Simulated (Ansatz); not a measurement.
Ga:

```
Ga
1.0
    -1.38440    1.38440    2.31122
     1.38440   -1.38440    2.31122
     1.38440    1.38440   -2.31122
Ga
1
Direct
  0.00000 0.00000 0.00000
```

This isn't the form of Ga at room conditions, which is orthorhombic.

Base run:

```yaml
Program: Ansatz 0.2.0
Functional: PBEsol
Potentials_or_basis: all-electron LAPW, scalar-relativistic
Cutoff: 238 eV (chosen from the basis error)
Basis_error_allowed: 0.001 eV/atom
k_mesh: 13 × 13 × 13
Occupations: gaussian, width 0.02 eV
Spin: no spin polarisation
```

Its results: band gap on the k mesh none (metal or under the smearing width); pressure -0.3 GPa.

Question: The run is repeated on the same cell with these changes: functional from PBEsol to RPBE; occupations from gaussian, width 0.02 eV to gaussian, width 0.05 eV. What comes out?

Answer: Band gap on the k mesh none (metal or under the smearing width); pressure 5.5 GPa.
